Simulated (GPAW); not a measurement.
**ZnS: single point with PBE**

**Experimental background.**

“Electronic, vibrational, and thermodynamic properties of ZnS (zincblende and rocksalt structure)”, 2009, arxiv:0911.5022 quotes, for a bulk crystal of ZnS at 19 K: band gap 3.85 eV (direct).

Crystal: ZnS.

```xyz
2
Lattice="0.0000 2.7020 2.7020 2.7020 0.0000 2.7020 2.7020 2.7020 0.0000" Properties=species:S:1:pos:R:3 pbc="T T T"
Zn    4.0530    4.0530    4.0530
S     0.0000    0.0000    0.0000
```

```yaml
Program: GPAW 26.7.0
Task: single point
Functional: PBE
Potentials_or_basis: GPAW PAW data sets (gpaw-data 1.2.1)
Cutoff: 600 eV
Basis: pw
k_mesh: 9 × 9 × 9
Occupations: fermi-dirac, width 0.05 eV
Spin: no spin polarisation
Maxiter: 150
```

The pressure is 1.6 GPa and the band gap on the k mesh is 2.10 eV, direct.

Levels at points of the mesh, in eV from the valence-band top:
```csv
k point,band 7,band 8,band 9,band 10,band 11,band 12
"(0.00, 0.00, 0.00)",0.00,0.00,0.00,2.10,6.37,6.37
```

Wall time 22 s on 1 thread of Arm Neoverse V1, on a shared host, peak memory 0.16 GiB.

Against the measured gap of ZnS, 3.85 eV (direct; 19 K; quoted in “Electronic, vibrational, and thermodynamic properties of ZnS (zincblende and rocksalt structure)”, 2009, arxiv:0911.5022), the calculated 2.10 eV is off by -1.75 eV. The value is that of PBE, without temperature or zero-point motion. Semilocal functionals fall short of measured gaps as a rule.
